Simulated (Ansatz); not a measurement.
# TaN (P-6m2) in Ansatz: further runs

Runs on TaN. Level: PBE. Tasks: single point.

Everything below comes from runs of Ansatz 0.2.0. Logs are shortened: lines on timing, memory, paths and dates and some standing lists are left out, and cuts for length are marked.

## (1) The crystal as given

Symmetry: P-6m2, No. 187, hexagonal system. The conventional cell has a = 2.938 Å, b = 2.938 Å, c = 2.883 Å, α = 90.00°, β = 90.00°, γ = 120.00°. Ta (site symmetry -6m2) has 6 N at 2.23 Å as nearest neighbours. N (site symmetry -6m2) has 6 Ta at 2.23 Å as nearest neighbours.

## (2) Single point, PBE, 10.13 Å³/atom (volume scaled by 0.94)

The input, input.yaml:

```yaml
crystal:
  lattice:
    - [2.8780239874, 0.0, 0.0]
    - [-1.4390119937, 2.4924418858, 0.0]
    - [0.0, 0.0, 2.8241467514]
  atoms:
    - { symbol: Ta, position: [0.0, 0.0, 0.5] }
    - { symbol: "N", position: [0.6666666667, 0.3333333333, 0.0] }
kpoints:
  mp_grid: { grid: [10, 10, 9] }
scf:
  occupations: { method: fermi_dirac, width: 0.05 }
hamiltonian:
  xc: pbe
  pseudopotentials: { kind: all_electron, lapw: { basis_error: 0.0005 } }
output:
  forces: true
  stress: true
  eigenvalues: true
```

Potentials or basis: all-electron LAPW, scalar-relativistic.

Run with:

```sh
$ ansatz run input.yaml --threads 1 --pin off --max-ram 2560MiB --backend cpu --events-out ev --progress --plain --runs-dir out
```

Log:

```text
Warning: RAYON_NUM_THREADS=1 ignored (pool sized by the plan → 1); use --threads N
LAPW: plane waves up to 10.197 Å⁻¹, error target 5.0e-4 eV per atom; small_component_spin mean_spin; N in spheres of 0.924 Å, 7 of its electrons in bands, Dirac shells []; Ta in spheres of 1.257 Å, 43 of its electrons in bands, Dirac shells [] (how accurate: hamiltonian.pseudopotentials.lapw.basis_error, Limitations)
Engine: ansatz 0.2.0, aarch64-unknown-linux-gnu
Pseudopotentials: kind: all_electron
Pseudopotential: Ta, LAPW, valence charge 43, lapw/all_electron/scalar/gaussian/Ta, Koelling and Harmon's equation, gaussian nucleus
Pseudopotential: N, LAPW, valence charge 7, lapw/all_electron/scalar/gaussian/N, Koelling and Harmon's equation, gaussian nucleus
Functional definition: PBE
  parameter kappa = 0.804
  parameter beta = 0.06672455060314922
  exchange = pbe_x(kappa = kappa, mu = beta*pi^2/3)
  correlation = pbe_c(beta = beta)
Crystal: 2 atoms, lattice volume = 20.258 Å³
Basis set: ecut = 396.1429022276214 eV, 381 PW (Γ), exchange–correlation at level 2
Bands: 30, of which v1, the nominal top of the filled ones, is band 25 counted from 1 (24 counted from 0)
Symmetry: 12 space group operations
Space group: P-6m2 (ITA 187), of the structure as read, at distance tolerance 2.7e-5 Å
k-points: 70 of 900 (time reversal used)
Non-local potential: Ta, projectors of the file, none
Non-local potential: N, projectors of the file, none
Initial density: superposition of atomic densities (chi_scale 0.1, normalization cell, long waves kept (reshape's long-wave potential 0.00 eV rms))
Initial wavefunctions: plane waves of lowest kinetic energy (no species holds an atomic orbital)
Functional: x = pbe(κ = 0.804, μ = 0.2195149727645171), c = pbe(β = 0.06672455060314922)
iter 1 solved again at ethr=6.56e-3 eV; its pass at ethr=1.00e-1 eV (dr2=3.28e0 eV) is discarded
SCF iter   1: F=—  HF=-426062.727390 eV  |F-HF|=—  |Δ(HF+E_count)|=         —  Δρ=1.22e-1  dr2=3.28e0  ethr=6.56e-3  ⟨swp⟩=2.0  Hψ=13378  notcnv=0
preconditioner: auto → none  [insulator: Δε(μ)=0.252 eV  Ē_g=23.409 eV  σ=0.050 eV  W_gap=0.85  n_scr=8 (ndim 8)  ℏωp=45.2 eV  f_vac=0.000  D(μ)=0.03/eV (n_scr^D=0)  ε∞_Penn≈4.7]
SCF iter   2: F=—  HF=-426062.086623 eV  |F-HF|=—  |Δ(HF+E_count)|=   6.41e-1  Δρ=7.14e-2  dr2=1.21e0  ethr=6.56e-3  ⟨swp⟩=3.0  Hψ=6303  notcnv=0
iter 3 solved again at ethr=1.00e-4 eV; its pass at ethr=2.43e-3 eV (dr2=5.01e-2 eV) is discarded
SCF iter   3: F=—  HF=-426061.364327 eV  |F-HF|=—  |Δ(HF+E_count)|=   7.22e-1  Δρ=1.81e-2  dr2=5.01e-2  ethr=1.00e-4  ⟨swp⟩=2.0  Hψ=11047  notcnv=0
SCF iter   4: F=—  HF=-426061.367789 eV  |F-HF|=—  |Δ(HF+E_count)|=         —  Δρ=2.40e-3  dr2=1.02e-3  ethr=1.00e-4  ⟨swp⟩=2.0  Hψ=6556  notcnv=0
the basis was enlarged: its passes take 2.6 MiB over the memory plan, 1 of 1 planned eigensolver slots
SCF iter   5: F=—  HF=-426061.363916 eV  |F-HF|=—  |Δ(HF+E_count)|=   3.87e-3  Δρ=1.50e-3  dr2=5.88e-4  ethr=2.03e-6  ⟨swp⟩=2.0  Hψ=6304  notcnv=0
SCF iter   6: F=—  HF=-426061.363549 eV  |F-HF|=—  |Δ(HF+E_count)|=   3.67e-4  Δρ=3.69e-4  dr2=2.20e-5  ethr=1.18e-6  ⟨swp⟩=2.0  Hψ=6304  notcnv=0
SCF iter   7: F=—  HF=-426061.363543 eV  |F-HF|=—  |Δ(HF+E_count)|=   6.43e-6  Δρ=4.04e-5  dr2=2.06e-7  ethr=4.40e-8  ⟨swp⟩=2.1  Hψ=6313  notcnv=0
SCF iter   8: F=-426061.363543 eV  HF=-426061.363543 eV  |F-HF|=3.09e-9  |Δ(HF+E_count)|=   1.20e-7  Δρ=5.38e-6  dr2=2.12e-9  ethr=4.12e-10  ⟨swp⟩=3.0  Hψ=6582  notcnv=0
SCF 1 converged in 8 iterations: F = -426061.363543 eV  dr2 = 2.12e-9
SCF converged after 8 iterations
Free energy (F): -426061.363543 eV
Harris-Foulkes:  -426061.363543 eV  (|F-HF|=3.09e-9)
Internal energy: -426061.363280 eV  (E = F + TS)
E sigma→0 (E₀):  -426061.363412 eV
Entropy (-TS):   -0.000263 eV (-0.132 meV/atom)
Fermi energy:    27.257688 eV
--- Per-component energies (eV) ---
  E_band       = -4636.321783
  E_kinetic    = 475434.276146
  E_xc         = -8814.416120
  E_electrostatic = -892681.223307  (all electrons and nuclei)
  E_smearing   = -0.000263  (= −TS)
  E_closure    = 0.000000  (closes the sum)
  E_atoms      = -426041.112071  (free atoms, spherical and without spin; not in F)
  Σ components = -426061.363543   (vs F -426061.363543, Δ=0.00e0)
  Basis errors (estimates in eV, not in F): energy 1.7e-4 per atom: plane waves 1.5e-4 (8.2e-5 summed), levels above the bands 1.6e-94, relativity 3.1e-8, radial functions 2.1e-5, core shells 7.3e-7; eigenvalues (radial functions only) 1.5e-6; not estimated: angular momenta, meshes, grids; target (lapw.basis_error) 5.0e-4; muffin-tin radii N 0.924 Å, Ta 1.257 Å
--- Forces (eV/Å), atoms counted from 1 ---
  atom   1  Ta    -0.00000000     0.00000000     0.00000000
  atom   2  N      0.00000000     0.00000000     0.00000000
  max |Σ_I F_I| component: 1.11e-16 eV/Å
--- Stress (GPa, compression-positive) ---
       28.603695       0.000000       0.000000
       -0.000000      28.603695       0.000000
        0.000000       0.000000      32.553229
  P = ⅓ Tr σ = 29.9202 GPa (299.202 kbar)
--- Band table (eV; the first three rows and the last of 70) ---
  k-point 0: bands = ["-368.3121", "-368.2967", "-368.2967", "-350.4612", "-189.8748", "-189.8748", "-189.8442", "-189.8432", "-189.8432", "-41.1183", "-7.4465", "-7.1582", "-7.1582", "7.1715", "7.2207", "7.2207", "7.2261", "7.2261", "7.2412", "7.3196", "9.0178", "22.3526", "22.3526", "22.7064", "24.2017", "29.8659", "31.0623", "31.0623", "31.5777", "31.5777"]
  k-point 1: bands = ["-368.3121", "-368.2967", "-368.2967", "-350.4612", "-189.8748", "-189.8748", "-189.8442", "-189.8432", "-189.8432", "-41.1105", "-7.5923", "-7.1464", "-7.1464", "7.1799", "7.2173", "7.2173", "7.2312", "7.2312", "7.2328", "7.3196", "9.2963", "21.9160", "22.4605", "22.4605", "24.8810", "29.7409", "29.7409", "30.2803", "32.3947", "32.3947"]
  k-point 2: bands = ["-368.3121", "-368.2967", "-368.2967", "-350.4612", "-189.8748", "-189.8748", "-189.8442", "-189.8432", "-189.8432", "-41.0908", "-7.9464", "-7.1161", "-7.1161", "7.1929", "7.2102", "7.2102", "7.2133", "7.2432", "7.2432", "7.3198", "10.0476", "20.3866", "22.7381", "22.7381", "26.3773", "28.3350", "28.3350", "31.2882", "32.3587", "32.3587"]
  k-point 69: bands = ["-368.3121", "-368.2967", "-368.2967", "-350.4612", "-189.8748", "-189.8748", "-189.8442", "-189.8431", "-189.8431", "-40.9450", "-8.1900", "-7.9822", "-7.7428", "7.1527", "7.2189", "7.2267", "7.2359", "7.2450", "7.2457", "7.2921", "11.1768", "18.6175", "20.3769", "23.0760", "26.7354", "32.1602", "32.6006", "34.2875", "35.0846", "37.4090"]
```

Run time: 35 s. Hardware: 1 thread of Arm Neoverse V1, shared host; peak memory 0.38 GiB.

What came out:

```
Free energy            : -426061.3635 eV
Pressure               : 29.9 GPa
Band gap on the k mesh : none (metal or under the smearing width)
```

## (3) Single point, PBE, 10.34 Å³/atom (volume scaled by 0.96)

Changes to input.yaml since step 2:

```diff
@@ -2,5 +2,5 @@
   lattice:
-    - [2.8780239874, 0.0, 0.0]
-    - [-1.4390119937, 2.4924418858, 0.0]
-    - [0.0, 0.0, 2.8241467514]
+    - [2.8982924298, 0.0, 0.0]
+    - [-1.4491462149, 2.5099948717, 0.0]
+    - [0.0, 0.0, 2.8440357641]
   atoms:
```

Potentials or basis: all-electron LAPW, scalar-relativistic.

Run with:

```sh
$ ansatz run input.yaml --threads 1 --pin off --max-ram 2560MiB --backend cpu --events-out ev --progress --plain --runs-dir out
```

It took 35 s on 1 thread of Arm Neoverse V1, shared host; peak memory 0.38 GiB.

The run converged. Its results:

| Property | Result |
| --- | --- |
| Free energy | -426061.4314 eV |
| Pressure | 20.7 GPa |
| Band gap on the k mesh | none (metal or under the smearing width) |

## (4) Single point, PBE, 10.56 Å³/atom (volume scaled by 0.98)

Changes to input.yaml since step 3:

```diff
@@ -2,5 +2,5 @@
   lattice:
-    - [2.8982924298, 0.0, 0.0]
-    - [-1.4491462149, 2.5099948717, 0.0]
-    - [0.0, 0.0, 2.8440357641]
+    - [2.9182812851, 0.0, 0.0]
+    - [-1.4591406425, 2.5273057282, 0.0]
+    - [0.0, 0.0, 2.8636504237]
   atoms:
```

Run with:

```sh
$ ansatz run input.yaml --threads 1 --pin off --max-ram 2560MiB --backend cpu --events-out ev --progress --plain --runs-dir out
```

Wall time 35 s (1 thread of Arm Neoverse V1, shared host); peak memory 0.38 GiB.

Results (log left out):

```yaml
Free_energy: -426061.4756 eV
Pressure: 12.3 GPa
Band_gap_on_the_k_mesh: none (metal or under the smearing width)
```

## (5) Single point, PBE, 10.78 Å³/atom

Changes to input.yaml since step 4:

```diff
@@ -2,5 +2,5 @@
   lattice:
-    - [2.9182812851, 0.0, 0.0]
-    - [-1.4591406425, 2.5273057282, 0.0]
-    - [0.0, 0.0, 2.8636504237]
+    - [2.938, 0.0, 0.0]
+    - [-1.469, 2.5443826363, 0.0]
+    - [0.0, 0.0, 2.883]
   atoms:
```

Run with:

```sh
$ ansatz run input.yaml --threads 1 --pin off --max-ram 2560MiB --backend cpu --events-out ev --progress --plain --runs-dir out
```

Wall time 35 s (1 thread of Arm Neoverse V1, shared host); peak memory 0.38 GiB.

It converged, with:

| Property | Result |
| --- | --- |
| Free energy | -426061.4985 eV |
| Pressure | 4.8 GPa |
| Band gap on the k mesh | none (metal or under the smearing width) |

## (6) Single point, PBE, 10.99 Å³/atom (volume scaled by 1.02)

Changes to input.yaml since step 5:

```diff
@@ -2,5 +2,5 @@
   lattice:
-    - [2.938, 0.0, 0.0]
-    - [-1.469, 2.5443826363, 0.0]
-    - [0.0, 0.0, 2.883]
+    - [2.9574575207, 0.0, 0.0]
+    - [-1.4787287603, 2.5612333435, 0.0]
+    - [0.0, 0.0, 2.9020932717]
   atoms:
```

Potentials or basis: all-electron LAPW, scalar-relativistic.

Run with:

```sh
$ ansatz run input.yaml --threads 1 --pin off --max-ram 2560MiB --backend cpu --events-out ev --progress --plain --runs-dir out
```

Wall time 36 s (1 thread of Arm Neoverse V1, shared host); peak memory 0.38 GiB.

Results (log left out):

- Free energy: -426061.5023 eV
- Pressure: -1.9 GPa
- Band gap on the k mesh: none (metal or under the smearing width)

## (7) Single point, PBE, 11.21 Å³/atom (volume scaled by 1.04)

Changes to input.yaml since step 6:

```diff
@@ -2,5 +2,5 @@
   lattice:
-    - [2.9574575207, 0.0, 0.0]
-    - [-1.4787287603, 2.5612333435, 0.0]
-    - [0.0, 0.0, 2.9020932717]
+    - [2.9766623284, 0.0, 0.0]
+    - [-1.4883311642, 2.5778651949, 0.0]
+    - [0.0, 0.0, 2.9209385612]
   atoms:
```

Run with:

```sh
$ ansatz run input.yaml --threads 1 --pin off --max-ram 2560MiB --backend cpu --events-out ev --progress --plain --runs-dir out
```

Wall time 35 s (1 thread of Arm Neoverse V1, shared host); peak memory 0.38 GiB.

Results (log left out):

* Free energy: -426061.4889 eV
* Pressure: -8.0 GPa
* Band gap on the k mesh: none (metal or under the smearing width)

## (8) Single point, PBE, 11.42 Å³/atom (volume scaled by 1.06)

Changes to input.yaml since step 7:

```diff
@@ -2,5 +2,5 @@
   lattice:
-    - [2.9766623284, 0.0, 0.0]
-    - [-1.4883311642, 2.5778651949, 0.0]
-    - [0.0, 0.0, 2.9209385612]
+    - [2.9956224723, 0.0, 0.0]
+    - [-1.4978112361, 2.5942851611, 0.0]
+    - [0.0, 0.0, 2.939543767]
   atoms:
```

Run with:

```sh
$ ansatz run input.yaml --threads 1 --pin off --max-ram 2560MiB --backend cpu --events-out ev --progress --plain --runs-dir out
```

Wall time 35 s (1 thread of Arm Neoverse V1, shared host); peak memory 0.38 GiB.

The run converged. Its results:

- Free energy: -426061.4599 eV
- Pressure: -13.4 GPa
- Band gap on the k mesh: none (metal or under the smearing width)

## (9) For comparison

An earlier run on the cell as given: functional PBE; potentials or basis all-electron LAPW, scalar-relativistic; cutoff 350 eV (chosen from the basis error); basis error allowed 0.001 eV/atom; k mesh 10 × 10 × 9; occupations fermi-dirac, width 0.05 eV; no spin polarisation.

- Pressure: 4.8 GPa
- Band gap on the k mesh: none (metal or under the smearing width)
- Loewdin charges: Ta +0.76; N -0.68 e
